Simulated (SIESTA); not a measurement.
**Fe in SIESTA: the effect of starting spin order**

The system is Fe.

```
Fe
1.0
    -1.44300    1.44300    1.44300
     1.44300   -1.44300    1.44300
     1.44300    1.44300   -1.44300
Fe
1
Direct
  0.00000 0.00000 0.00000
```

Alike in all runs:

| Property | Result |
| --- | --- |
| Program | SIESTA 5.4.2 |
| Task | single point |
| Functional | PBEsol |
| Potentials or basis | PseudoDojo 0.4 standard (PBEsol files) |
| Basis | DZP (energy shift 0.003 Ry; two zetas on semicore shells) |
| Grid cutoff | 800 Ry |
| Energy shift | 0.003 Ry |
| k mesh | 13 × 13 × 13 |
| Occupations | fermi-dirac, width 0.05 eV |

```csv
starting spin order,spin,starting moments,energy over the lowest run (meV/atom),final net moment (μB),final largest site moment (μB)
nm,"collinear spin, zero start",[0.0] μB,?,?,?
fm,"collinear spin, ferromagnetic start",[3.0] μB,0.0,2.36,2.36
fm_larger,"collinear spin, fm_larger start",[4.5] μB,0.0,2.36,2.36
afm,"collinear spin, ferromagnetic start",[3.0] μB,0.0,2.36,2.36
```

Task: What does the run with starting spin order nm give?

Result: Energy over the lowest run 634.3 meV/atom; final net moment 0.00 μB; final largest site moment 0.00 μB.
